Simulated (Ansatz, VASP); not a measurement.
Given: the input of a run of Ansatz 0.2.0 on TiSi2.

input.yaml

```yaml
crystal:
  lattice:
    - [0.0, 4.1175163063, 4.2628978354]
    - [2.3895119538, 0.0, 4.2628978354]
    - [2.3895119538, 4.1175163063, 0.0]
  atoms:
    - { symbol: Ti, position: [0.75, 0.75, 0.75] }
    - { symbol: Ti, position: [0.5, 0.5, 0.5] }
    - { symbol: Si, position: [0.41256561, 0.08743439, 0.41256561] }
    - { symbol: Si, position: [0.08743439, 0.41256561, 0.08743439] }
    - { symbol: Si, position: [0.16256561, 0.83743439, 0.16256561] }
    - { symbol: Si, position: [0.83743439, 0.16256561, 0.83743439] }
hamiltonian:
  xc: pbe
  pseudopotentials: { kind: paw }
  dispersion: d3bj
kpoints:
  mp_grid: { grid: [7, 7, 7] }
scf:
  occupations: { method: fermi_dirac, width: 0.05 }
output:
  forces: true
  stress: true
  eigenvalues: true
relax:
  f_tol: 0.01
  max_steps: 40
  cell: { stress_tol: 0.05 }
```

Potentials or basis: Ansatz PAW.

Command:

```bash
$ ansatz run input.yaml --threads 1 --pin off --max-ram 3584MiB --backend cpu --events-out ev --progress --plain --runs-dir out
```

Problem. Translate it to VASP 6.6.1. Potentials there: VASP PAW PBE potentials, release 64 (Ti_sv, Si).

Solution. As run (the cutoff follows the program's own potentials):

INCAR

```
SYSTEM = TiSi2
  ALGO = Normal
  EDIFF = 1E-7
  EDIFFG = -0.005
  ENCUT = 600
  GGA = PE
  IBRION = 2
  ISIF = 3
  ISMEAR = -1
  IVDW = 12
  LASPH = .TRUE.
  LCHARG = .FALSE.
  LREAL = .FALSE.
  LWAVE = .FALSE.
  NELM = 80
  NSW = 60
  PREC = Accurate
  SIGMA = 0.05
```

KPOINTS

```
k-points
0
G
  7 7 7
  0 0 0
```

File POSCAR:

```
TiSi2
1.0
    0.0000000000      4.1175163063      4.2628978354
    2.3895119538      0.0000000000      4.2628978354
    2.3895119538      4.1175163063      0.0000000000
Ti Si
2 4
Direct
    0.7500000000      0.7500000000      0.7500000000
    0.5000000000      0.5000000000      0.5000000000
    0.4125656100      0.0874343900      0.4125656100
    0.0874343900      0.4125656100      0.0874343900
    0.1625656100      0.8374343900      0.1625656100
    0.8374343900      0.1625656100      0.8374343900
```

Potentials or basis: VASP PAW PBE potentials, release 64 (Ti_sv, Si).

The run is started by

```bash
$ cat potpaw_PBE.64/Ti_sv/POTCAR potpaw_PBE.64/Si/POTCAR > POTCAR
$ mpirun -np 1 vasp_std > vasp.out
```

Both were run:

|  | VASP | Ansatz | Ansatz less VASP |
| --- | --- | --- | --- |
| gap on the k mesh at the Fermi level, each at its own relaxed structure (eV) | none | none | - |
| relaxed volume (Å³/atom) | 13.55 | 13.56 | +0.005 |
| relaxed cell length with the largest relative difference (Å) | 4.855 | 4.856 | +0.0006 |
| energy change over the relaxation (meV/atom) | -7 | -6 | +0.1 |

A gap of «none» marks a metal or a gap that the smearing closes.

Caveats: pairwise dispersion overbinds metals, which lowers pressure and volume; the plane-wave basis is chosen anew once the cell has moved, so the energies of steps on either side of that aren't comparable (Ansatz).
